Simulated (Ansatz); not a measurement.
Runs of Ansatz 0.2.0 on Sc. Symmetry: Fm-3m, No. 225, cubic system. The conventional cell has a = 4.520 Å, b = 4.520 Å, c = 4.520 Å, α = 90.00°, β = 90.00°, γ = 90.00°. Around Sc (site symmetry m-3m) lie 12 Sc at 3.20 Å. This isn't the form of Sc at room conditions, which is hcp.

```csv
task,level,potentials or basis,spin,U,cell,cutoff (eV),smearing,hubbard projectors,double counting,q mesh,points for each segment of the path,broadening,other keys,gap on the mesh (eV),pressure (GPa)
electrostatic potential,PBE+U,Ansatz PAW,"non-collinear, ferromagnetic start",Sc d U = 5.3 eV,as given,420,gaussian 0.05 eV,all-electron-atomic,amf,-,-,-,-,none,(a)
phonons,revPBE+D3(BJ)-ATM+U,PseudoDojo standard (PBE files),off,Sc d U = 5 eV,as given,1061,cold 0.01 eV,all-electron-atomic,fll,2 × 2 × 2,8,-,-,none,-
single point,BLYP,SPMS NC,off,-,volume scaled by 0.8,544,tetrahedron uncorrected,-,-,-,-,-,scf.occupations.width = left out; …,none,24.4
optical spectrum,RPBE+U,PseudoDojo standard (PBE files),off,Sc d U = 4.5 eV,as given,1061,cold 0.05 eV,all-electron-atomic,amf,-,-,0.2 eV,-,none,-
electrostatic potential,exchange-only PBE,Ansatz PAW,off,-,as given,420,gaussian 0.01 eV,-,-,-,-,-,-,none,11.2
single point,PBE,Ansatz PAW,off,-,cell strained at random at fixed volume,420,fermi-dirac 0.05 eV,-,-,-,-,-,-,none,3.8
density of states,PBEsol+D3(BJ)+U,Ansatz PAW polarizable,off,Sc d U = 1 eV,as given,420,tetrahedron,ortho-atomic (the default),amf,-,-,-,-,none,-1.9
single point,PBE,Ansatz PAW,off,-,as given,420,fermi-dirac 0.05 eV,-,-,-,-,-,-,none,3.8
```

Alike in all rows: k mesh 10 × 10 × 10.

Task: Estimate the missing entries.

Result: (a) 8.5.

Caveats: the U is typed as a test and isn't derived for this compound (some runs); the potentials were made for another functional, which shifts forces and pressure (some runs); U without spin polarisation on a metal has little footing (some runs); pairwise dispersion overbinds metals, which lowers pressure and volume (some runs); the PAW data sets come from PBE, with cores solved anew for the run's functional, which leaves a small shift of forces and pressure (some runs); the magnetic or orbital state may not be the lowest (some runs); spectra need much finer meshes, so this one isn't converged (some runs).

A gap of «none» marks a metal or a gap under the smearing width.
